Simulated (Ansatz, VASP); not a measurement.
## KCl: VASP beside Ansatz

The input INCAR:

```
SYSTEM = KCl
PREC     = Accurate       ! precision mode
ENCUT    = 520            ! plane-wave cutoff, eV
EDIFF    = 1E-7           ! SCF threshold, eV
ISMEAR   = 0              ! smearing method
SIGMA    = 0.01           ! smearing width, eV
LREAL    = .False.        ! projectors in reciprocal space
LASPH    = .True.         ! aspherical terms in the spheres
NELM     = 80             ! most SCF steps
ALGO     = Normal         ! electronic algorithm
ISIF     = 2              ! what is computed and relaxed
LWAVE    = .False.        ! write WAVECAR
LCHARG   = .False.        ! write CHGCAR
GGA      = PE             ! functional
NBANDS   = 15             ! bands
```

File KPOINTS:

```
Automatic mesh
0
Gamma
  6 6 6
  0 0 0
```

File POSCAR:

```
KCl
1.0
    3.7961124886      0.0000000000      0.0000000000
    0.0000000000      3.7961124886      0.0000000000
    0.0000000000      0.0000000000      3.7961124886
K Cl
1 1
Direct
    0.0000000000      0.0000000000      0.0000000000
    0.5000000000      0.5000000000      0.5000000000
```

Input for Ansatz:

```yaml
crystal:
  lattice:
    - [3.7961124886, 0.0, 0.0]
    - [0.0, 3.7961124886, 0.0]
    - [0.0, 0.0, 3.7961124886]
  atoms:
    - { symbol: K, position: [0.0, 0.0, 0.0] }
    - { symbol: Cl, position: [0.5, 0.5, 0.5] }
kpoints:
  mp_grid: { grid: [6, 6, 6] }
hamiltonian:
  xc: pbe
scf:
  occupations: { method: fixed }
  n_extra_bands: 4
output:
  forces: true
  stress: true
  eigenvalues: true
```

Alike in both runs: task single point; functional PBE; k mesh 6 × 6 × 6; no spin polarisation.

```csv
,VASP,Ansatz
version,VASP 6.6.1,Ansatz 0.2.0
potentials or method,"VASP PAW PBE potentials, release 64 (K_sv, Cl)","plane waves, PAW"
plane-wave cutoff (eV),520,420
occupations,"gaussian, width 0.01 eV",fixed
valence electrons in the cell,16,16
```

```tsv
	VASP	Ansatz	Ansatz less VASP
gap on the k mesh at the Fermi level (eV)	4.94	4.94	+0.001
pressure (GPa)	0.6	0.6	-0.02
```

A k mesh can miss the band edges. As with any semilocal functional, this PBE gap is likely too small.
